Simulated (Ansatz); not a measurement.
# Work and stress of cleavage in NbP

Method: Ansatz, DFT PBE, scalar-relativistic, plane waves, PAW. Cutoff 420 eV, Γ-centred 14×14×4 k-points, Gaussian smearing of 0.15 eV. No spin polarisation. Energies are free energies at this smearing, counted from the undisturbed cell; pressure is positive in compression.

The undisturbed cell (relaxed at this level; it needn't be the usual structure):

```
Nb P
1.0
    -3.34705    0.00000    0.00000
     0.00000   -3.34705    0.00000
     0.00000    0.00000   11.42796
Nb P
4 4
Direct
  0.00000 0.00000 0.58373
  0.50000 0.50000 0.08373
  0.50000 0.00000 0.33373
  0.00000 0.50000 0.83373
  0.50000 0.50000 0.66629
  0.00000 0.00000 0.16629
  0.00000 0.50000 0.41629
  0.50000 0.00000 0.91629
```

The cut lies on the cell's a–b face, a (0 0 1) plane (indices in the standard cell, whose axes needn't be the Cartesian ones shown) of area 11.20 Å², between layers 1.91 Å apart. Vector c is lengthened by d along the normal with the atoms' Cartesian places fixed: one unrelaxed cut a cell. The traction is positive where the two halves pull on each other.

| d (Å) | energy (J/m²) | traction (GPa) |
| --- | --- | --- |
| 0.00 | 0.00 | 0.0 |
| 0.50 | 1.05 | 31.2 |
| 1.00 | 2.54 | 26.0 |
| 2.00 | 4.09 | 7.2 |
| 3.00 | 4.44 | 1.3 |
| 6.00 | 4.53 | 0.0 |

What are the work of separation and the cleavage stress, and do they fit the universal binding curve?

The energy levels off near W ≈ 4.53 J/m² (the traction is down to 0.0 GPa), the energy of the two unrelaxed faces, 2.26 J/m² each on average. The largest sampled traction is 31.2 GPa at d = 0.50 Å, and a parabola through it and its two neighbours peaks at σ_max ≈ 33.5 GPa, d ≈ 0.68 Å. The curve E = W[1 − (1 + d/ℓ)exp(−d/ℓ)] peaks in traction at d = ℓ with σ_max = W/(eℓ); with 1 J/m² per Å = 10 GPa this W and σ_max give ℓ = 0.50 Å. A parabola through that curve at the same three d peaks at 0.64 Å, against 0.68 Å here, a fair fit. Real crystals break at far lower stress, because cracks concentrate it, and on the plane of lowest W, which needn't be this one.

The cut is rigid; relaxing the faces lowers these energies and usually the stresses.

In a metal these slopes depend on the k mesh and the smearing.

Cost: 6 runs of about 10 core-minutes in all, on Arm Neoverse V2 (shared hosts).